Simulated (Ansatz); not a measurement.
Pt under changes of volume

One of the cells (15.815 Å³/atom); the others are scaled copies at fixed shape and fractional positions:

```
Pt
1.0
     2.76067    0.00000    0.00000
    -1.38033    2.39081    0.00000
     0.00000    0.00000    4.79213
Pt
2
Cartesian
  0.0000 1.5939 1.1980
  1.3803 0.7969 3.5941
```

This isn't the form of Pt at room conditions, which is fcc.

```yaml
Program: Ansatz 0.2.0
Functional: PBE
Potentials_or_basis: Ansatz PAW
Cutoff: "420 eV (not typed: the program's choice for these potentials)"
k_mesh: 11 × 11 × 6
Occupations: fermi-dirac, width 0.05 eV
Spin: no spin polarisation
```

```tsv
volume (Å³/atom)	energy over the lowest point (meV/atom)	pressure (GPa)
14.866	44.25	16.9
15.182	17.75	10.3
15.498	3.49	4.5
15.815	0.00	-0.6
16.131	5.97	-5.1
16.447	20.23	-9.0
16.763	?	?
```

Task: What does the run at 16.763 Å³/atom give?

Result: Energy over the lowest point 41.79 meV/atom; pressure -12.5 GPa.

Worked out: A Birch-Murnaghan fit of order 3 (a polynomial in V^(-2/3)) to the other rows has its minimum at 15.77 Å³/atom with B0 = V·E''(V) = 243 GPa and B' = 5.5 at fixed shape and positions, which overstates the stiffness. It gives 41.76 meV/atom at 16.763 Å³/atom, against the run's 41.79, and -dE/dV = -12.6 GPa, against -12.5.

Energies are extrapolated to zero smearing.
